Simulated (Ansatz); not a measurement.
## FeO (Wuestite): relaxation of cell and atoms with PBE

FeO (Wuestite):

```
Fe O
1.0
     0.00000    2.15540    2.15540
     2.15540    0.00000    2.15540
     2.15540    2.15540    0.00000
Fe O
1 1
Direct
  0.00000 0.00000 0.00000
  0.50000 0.50000 0.50000
```

* Program: Ansatz 0.2.0
* Task: relaxation of cell and atoms
* Functional: PBE
* Potentials or basis: Ansatz PAW
* Cutoff: 420 eV (not typed: the program's choice for these potentials)
* k mesh: 8 × 8 × 8
* Occupations: fermi-dirac, width 0.05 eV
* Spin: collinear spin, ferromagnetic start
* Starting moments: [3.0, 0.0] μB

| Property | Result |
| --- | --- |
| Relaxed volume | 10.01 Å³/atom |
| Relaxed cell | a = 3.047 Å, b = 3.047 Å, c = 3.047 Å, α = 60.00°, β = 60.00°, γ = 60.00° |
| Space group after relaxing (to 0.05 Å) | Fm-3m (No. 225) |
| Energy gained by relaxing | 0.0 meV/atom |
| Ionic steps | 4 |
| Pressure after relaxing | 0.0 GPa |
| Band gap on the k mesh | none (metal or under the smearing width) |
| Net moment | 4.00 μB per cell |
| Absolute moment | 4.01 μB per cell |
| Site moments | Fe +3.45; O +0.32 μB |

Final structure:
```
CELL_PARAMETERS angstrom
0.00000 2.15488 2.15488
2.15488 0.00000 2.15488
2.15488 2.15488 0.00000
ATOMIC_POSITIONS crystal
Fe 0.00000 0.00000 0.00000
O 0.50000 0.50000 0.50000
```

Levels at points of the mesh, in eV from the Fermi level:
Spin up:
| k point | band 11 | band 12 | band 13 | band 14 | band 15 | band 16 |
| --- | --- | --- | --- | --- | --- | --- |
| (0.00, 0.00, 0.00) | -3.89 | -3.69 | -3.69 | -0.01 | 15.19 | 16.93 |
| (0.00, 0.00, -0.50) | -2.51 | -0.36 | -0.36 | 3.98 | 8.37 | 12.45 |
| (0.00, -0.50, -0.50) | -2.81 | -2.79 | -2.79 | 5.18 | 8.64 | 10.70 |
Spin down:
| k point | band 7 | band 8 | band 9 | band 10 | band 11 | band 12 |
| --- | --- | --- | --- | --- | --- | --- |
| (0.00, 0.00, 0.00) | -3.35 | -3.35 | -0.74 | -0.74 | -0.74 | 0.21 |
| (0.00, 0.00, -0.50) | -5.22 | -5.22 | 0.40 | 0.40 | 0.59 | 2.80 |
| (0.00, -0.50, -0.50) | -4.52 | -4.52 | -2.14 | 0.75 | 0.75 | 0.76 |

Wall time 3.5 s on 2 threads of Arm Neoverse V2 (shared host), peak memory 0.28 GiB.

Caveat: the plane-wave basis is chosen anew once the cell has moved, so the energies of steps on either side of that aren't comparable; the pressure holds a Pulay correction of +0.6 GPa for the finite cutoff; a cell with one magnetic atom can't hold antiferromagnetic order, which such compounds often take; semilocal functionals often make such compounds metallic where correlation or magnetic order opens a gap, which also shifts bond lengths. With open d or f shells a metallic result of PBE can be an artefact of self-interaction; +U or a hybrid may open a gap.
